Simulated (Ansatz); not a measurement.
**Levels of theory for MoTe2 (3R-MoS2 type)**

All numbers come from the PAW code Ansatz. The cell comes from a prototype generator: it can be a known phase or a hypothetical one. No magnetic order is allowed.

Structure: MoTe2, 3R-MoS2 type, at its r2SCAN+rVV10 minimum. The symmetry is R3m (No. 160, trigonal); a = 3.547 Å, c = 21.312 Å in the conventional setting, 25.80 Å³ an atom. Mo has 6 Te at 2.72 Å; Te has 3 Mo at 2.72 Å.

```cif
data_structure
_symmetry_space_group_name_H-M 'P 1'
_symmetry_Int_Tables_number 1
_cell_length_a 7.3934
_cell_length_b 7.3934
_cell_length_c 7.3934
_cell_angle_alpha 27.757
_cell_angle_beta 27.757
_cell_angle_gamma 27.757
_cell_volume 77.40
loop_
_atom_site_label
_atom_site_type_symbol
_atom_site_fract_x
_atom_site_fract_y
_atom_site_fract_z
_atom_site_occupancy
Mo1 Mo 0.99996 0.99996 0.99996 1
Te1 Te 0.41742 0.41742 0.41742 1
Te2 Te 0.24928 0.24928 0.24928 1
```

On this one geometry the levels give:

| level | k mesh | gap (eV) | kind | edges | least direct gap (eV) | rough cost |
| --- | --- | --- | --- | --- | --- | --- |
| LDA | 8×8×8 | 0.78 | indirect | T → Γ–S₀ (0.59) | 1.07 | 30 core-seconds |
| PBE | 8×8×8 | 0.81 | indirect | T → Γ–S₀ (0.60) | 1.07 | 30 core-seconds |
| PBE+SOC | 8×8×8 | 0.79 | indirect | T → Γ–S₀ (0.59) | 0.94 | 2.6 core-minutes |
| r2SCAN | 8×8×8 | 0.92 | indirect | T → Γ–S₀ (0.59) | 1.15 | 60 core-seconds |
| G0W0@PBE (231 empty bands, 120 eV, 4×4×4) | 4×4×4 | 1.08 | – | T → Γ–S₀ (0.73) (mesh) | – | 15 core-minutes |

PBE, PBE+SOC: smearing of 0.02 eV; the others have fixed occupations.
Wave cutoffs: 420 eV, 500 eV (r2SCAN).
Points off the special ones are mesh points or PBE's searched band edges, reused at the other levels.
The G0W0 gap is PBE's gap over the path plus the quasiparticle shift read on the mesh. G0W0 here is at a finite number of bands, screening cutoff and k mesh, not at the basis limit.
Costs come from shared machines and give only the order; PBE's includes the band path. The runs had 2 threads of Intel(R) Xeon(R) Processor @ 2.50GHz (Skylake/Cascade Lake), on a shared host.

r2SCAN gives an indirect gap of 0.92 eV, from T to Γ–S₀ (0.59 of the way from Γ); the least direct gap is 1.15 eV at H₀–L (0.10 of the way from H₀). Spin-orbit coupling changes the PBE gap by -0.02 eV, to 0.79 eV.

Taking G0W0@PBE (231 empty bands, 120 eV, 4×4×4), PBE's least gap plus the shift on the mesh, where the gap is 1.25 eV, 1.08 eV, as the yardstick (a computed one, not at the basis limit), r2SCAN comes nearest, -0.16 eV off; G0W0 itself took about 14 times r2SCAN's rough cost. The others: PBE -0.27, LDA -0.30 eV. The yardstick's own error is a tenth of an eV or more. Spin-orbit coupling moves the least or the direct gap by up to 0.14 eV, so it has to be included where a tenth of an eV counts. Among these functionals the gap stays indirect.

Only the levels marked +SOC include spin-orbit coupling.

PBE's least gap lies off this mesh and is smaller, so the gaps on the mesh aren't the band edges.
